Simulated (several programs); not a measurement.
AgI (F-43m) from semi-empirical methods to plane-wave DFT

AgI (F-43m) from a database of computed structures, relaxed with r2SCAN in Ansatz, was computed with several methods. Space group F-43m (No. 216), cubic; conventional cell a = 6.577 Å, 35.56 Å³ an atom. Around Ag lie 4 I at 2.85 Å; around I lie 4 Ag at 2.85 Å. Calculated for a static, non-magnetic cell.

```cif
data_structure
_symmetry_space_group_name_H-M 'P 1'
_symmetry_Int_Tables_number 1
_cell_length_a 4.6512
_cell_length_b 4.6512
_cell_length_c 4.6512
_cell_angle_alpha 120.037
_cell_angle_beta 120.037
_cell_angle_gamma 89.936
_cell_volume 71.11
loop_
_atom_site_label
_atom_site_type_symbol
_atom_site_fract_x
_atom_site_fract_y
_atom_site_fract_z
_atom_site_occupancy
Ag1 Ag 0.25000 0.75000 0.50000 1
I1 I 0.00000 0.00000 0.00000 1
```

Gaps and times are for a single point on this cell; volume and bulk modulus come from each method's own relaxation or energy curve at fixed shape. Times are rough, from shared hosts (Arm Neoverse V2; Intel Xeon 6975P-C), and each method has its own mesh and cell size. PM6 (MOPAC), PM7 (MOPAC), GFN1-xTB (tblite), GFN2-xTB (tblite) treat a cluster of cells at its zone centre, which samples few k points: where these miss a band edge, the gap comes out too large for that reason alone. Gaps from k meshes are read at a limited set of points (mesh, symmetry points, PBE's band edges), so each method's own least gap may be somewhat smaller. xTB and the PM methods were fitted mostly to molecules, and can miss a solid's gap by electronvolts. Minimal bases can be far off for gaps. Times of the plane-wave ladder aren't listed, since it ran on unlike processors and cards. GLLB-SC's gap includes the derivative discontinuity. d marks a direct gap, i an indirect one (no mark: not told apart), a dash a value that wasn't computed or didn't pass its checks.

| method | kind | gap (eV) | own volume (Å³/atom) | bulk modulus (GPa) | atoms computed | processor time |
| --- | --- | --- | --- | --- | --- | --- |
| PBEsol | semilocal | – | 33.51 | – | 2 | – |
| GFN1-xTB (tblite) | tight binding | 2.60 | 36.79 | 42 | cluster | 1 s |
| light PBE (260 eV and a coarse mesh) | light plane-wave | 1.33 d | – | – | 2 | 1.7 s |
| GFN2-xTB (tblite) | tight binding | 5.44 | 38.07 | 34 | cluster | 1.7 s |
| PM7 (MOPAC) | semi-empirical | 3.08 | 34.78 | 59 | cluster | 3.1 s |
| PBE/SZV (CP2K) | small basis | 1.70 d | – | – | 2 | 5.6 s |
| LDA | semilocal | 1.06 d | 31.98 | – | 2 | – |
| PBE | semilocal | 1.34 d | 36.40 | 26 | 2 | – |
| PBE/DZVP (CP2K) | small basis | 1.39 d | 37.46 | 25 | 2 | 15 s |
| r2SCAN | semilocal | 1.82 d | 35.56 | 29 | 2 | – |
| GLLB-SC (GPAW) | model potential | 2.52 | – | – | 2 | 25 s |
| PBE+SOC | semilocal | 1.12 d | – | – | 2 | – |
| PM6 (MOPAC) | semi-empirical | 2.27 | – | – | cluster | 28 s |
| LC-ωPBE | hybrid | 7.23 d | – | – | 2 | – |
| HSE06 | hybrid | 2.50 d | 36.22 | – | 2 | – |
| PBE0 | hybrid | 3.16 d | – | – | 2 | – |
| Hartree-Fock | exact exchange | 8.87 d | – | – | 2 | – |
| HSE06+SOC | hybrid | 2.23 d | – | – | 2 | – |
| DDH-PBE0 | hybrid | 2.73 d | – | – | 2 | – |

Against HSE06 (2.50 eV) and with closed or daggered gaps left aside, the nearest gap at the points sampled is that of GLLB-SC (GPAW) (+0.02 eV) and the farthest that of Hartree-Fock (+6.37 eV). HSE06 is only a yardstick of convenience, and nearness to it can be luck.

Volumes against r2SCAN's: PBEsol -5.7 %, GFN1-xTB (tblite) +3.5 %, GFN2-xTB (tblite) +7.1 %, PM7 (MOPAC) -2.2 %, LDA -10.1 %, PBE +2.4 %, PBE/DZVP (CP2K) +5.4 %, HSE06 +1.9 %.

Runs without a result: PBE/single zeta (GPAW) (single point).

Only the rows marked +SOC include spin-orbit coupling.
